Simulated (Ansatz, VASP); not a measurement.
# Two plane-wave programs on HfN

The input INCAR:

```
PREC     = Accurate       # precision mode
ENCUT    = 520            # plane-wave cutoff, eV
EDIFF    = 1E-6           # SCF threshold, eV
ISMEAR   = -1             # smearing method
SIGMA    = 0.1            # smearing width, eV
LREAL    = False          # projectors in reciprocal space
LASPH    = True           # aspherical terms in the spheres
NELM     = 100            # most SCF steps
ALGO     = Normal         # electronic algorithm
ISIF     = 2              # what is computed and relaxed
LWAVE    = False          # write WAVECAR
LCHARG   = False          # write CHGCAR
GGA      = PE             # functional
NBANDS   = 14             # bands
```

The input KPOINTS:

```
regular mesh
0
Gamma
  11 11 11
```

Contents of POSCAR:

```
HfN
1.0
    0.0000000000      2.2370411205      2.2370411205
    2.2370411205      0.0000000000      2.2370411205
    2.2370411205      2.2370411205      0.0000000000
Hf N
1 1
Direct
    0.0000000000      0.0000000000      0.0000000000
    0.5000000000      0.5000000000      0.5000000000
```

Input for Ansatz:

```yaml
crystal:
  lattice:
    - [0.0, 2.2370411204639136, 2.2370411204639136]
    - [2.2370411204639136, 0.0, 2.2370411204639136]
    - [2.2370411204639136, 2.2370411204639136, 0.0]
  atoms:
    - { symbol: Hf, position: [0.0, 0.0, 0.0] }
    - { symbol: "N", position: [0.5, 0.5, 0.5] }
basis:
  ecutwfc: 450.0
kpoints:
  mp_grid:
    grid: [11, 11, 11]
hamiltonian:
  xc: pbe
scf:
  occupations:
    method: fermi_dirac
output:
  stress: true
```

Alike in both runs: task single point; functional PBE; k mesh 11 × 11 × 11; no spin polarisation.

|  | VASP | Ansatz |
| --- | --- | --- |
| version | VASP 6.6.1 | Ansatz 0.2.0 |
| potentials or method | VASP PAW PBE potentials, release 64 (Hf_pv, N) | plane waves, PAW |
| plane-wave cutoff (eV) | 520 | 450 |
| occupations | fermi-dirac, width 0.1 eV | fermi-dirac |
| valence electrons in the cell | 15 | 31 |

```tsv
	VASP	Ansatz	Ansatz less VASP
pressure (GPa)	12.0	14.4	+2.42
```

The two sets of potentials don't hold the same shells in valence.

The runs have no spin-orbit coupling, so splittings on Hf are missing.
